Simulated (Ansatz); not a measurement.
A run of Ansatz 0.2.0 is set up as follows.

File input.yaml:

```yaml
crystal:
  lattice:
    - [0.0, 2.82685, 2.82685]
    - [2.82685, 0.0, 2.82685]
    - [2.82685, 2.82685, 0.0]
  atoms:
    - { symbol: As, position: [0.75, 0.75, 0.75] }
    - { symbol: Ga, position: [0.0, 0.0, 0.0] }
hamiltonian:
  xc: lda
  pseudopotentials: { kind: paw_fr }
magnetization:
  noncollinear: true
  spin_orbit: true
kpoints:
  mp_grid: { grid: [6, 6, 6] }
  band_path:
    path:
      - [[0.0, 0.0, 0.0], [0.5, 0.0, 0.5], [0.5, 0.25, 0.75], [0.375, 0.375, 0.75], [0.0, 0.0, 0.0], [0.5, 0.5, 0.5], [0.625, 0.25, 0.625], [0.5, 0.25, 0.75], [0.5, 0.5, 0.5], [0.375, 0.375, 0.75]]
      - [[0.625, 0.25, 0.625], [0.5, 0.0, 0.5]]
    npoints: 14
scf:
  occupations: { method: fermi_dirac, width: 0.05 }
  n_extra_bands: 6
output:
  forces: true
  stress: true
  eigenvalues: true
  fatbands: false
```

Potentials or basis: Ansatz PAW.

The run is started by

```bash
$ ansatz run input.yaml --threads 2 --pin off --max-ram 5632MiB --backend cpu --events-out ev --progress --plain --runs-dir out
```

**Question.** What does it give for the band gap along the path?

**Answer.** 0.17 eV, direct.

**Question.** What does it give for the band gap on the k mesh?

**Answer.** 0.17 eV, direct.

**Question.** Estimate the pressure.

**Answer.** -1.9 GPa.

Levels at the corners of the path, in eV from the valence-band top:
| point | band 25 | band 26 | band 27 | band 28 | band 29 | band 30 | band 31 | band 32 |
| --- | --- | --- | --- | --- | --- | --- | --- | --- |
| Γ | 0.00 | 0.00 | 0.00 | 0.00 | 0.17 | 0.17 | 3.43 | 3.43 |
| X | -2.85 | -2.85 | -2.76 | -2.76 | 1.23 | 1.23 | 1.44 | 1.44 |
| W | -3.74 | -3.62 | -3.50 | -3.46 | 4.30 | 4.50 | 4.52 | 4.55 |
| K | -4.04 | -3.98 | -2.38 | -2.38 | 1.73 | 1.74 | 4.39 | 4.46 |
| Γ | 0.00 | 0.00 | 0.00 | 0.00 | 0.17 | 0.17 | 3.43 | 3.43 |
| L | -1.37 | -1.37 | -1.16 | -1.16 | 0.73 | 0.73 | 4.43 | 4.43 |
| U | -4.04 | -3.98 | -2.38 | -2.38 | 1.73 | 1.74 | 4.39 | 4.46 |
| W | -3.74 | -3.62 | -3.50 | -3.46 | 4.30 | 4.50 | 4.52 | 4.55 |
| L | -1.37 | -1.37 | -1.16 | -1.16 | 0.73 | 0.73 | 4.43 | 4.43 |
| K | -4.04 | -3.98 | -2.38 | -2.38 | 1.73 | 1.74 | 4.39 | 4.46 |
| U | -4.04 | -3.98 | -2.38 | -2.38 | 1.73 | 1.74 | 4.39 | 4.46 |
| X | -2.85 | -2.85 | -2.76 | -2.76 | 1.23 | 1.23 | 1.44 | 1.44 |

Caveat: the PAW data sets come from PBE, with cores solved anew for the run's functional, which leaves a small shift of forces and pressure.

**What was measured.**

“Evidence of valence band perturbations in GaAsN/GaAs(001): A combined variable-angle spectroscopic ellipsometry and modulated photoreflectance investigation”, 2008, arxiv:0805.2212 reports, for a bulk crystal of GaAs at 300 K: band gap 1.412 ± 0.01 eV (direct).

Against the measured gap of GaAs, 1.412 eV (direct; 300 K; “Evidence of valence band perturbations in GaAsN/GaAs(001): A combined variable-angle spectroscopic ellipsometry and modulated photoreflectance investigation”, 2008, arxiv:0805.2212), the calculated 0.17 eV is off by -1.24 eV. So large a miss can be the level of theory's own, or it may mean another phase, state or a wrong row. 3 values of this kind are on record (1.412 to 1.51 eV); this one was drawn at random among those near their median, those with a stated uncertainty first. The value is that of LDA, without temperature or zero-point motion. Semilocal functionals fall short of measured gaps as a rule.
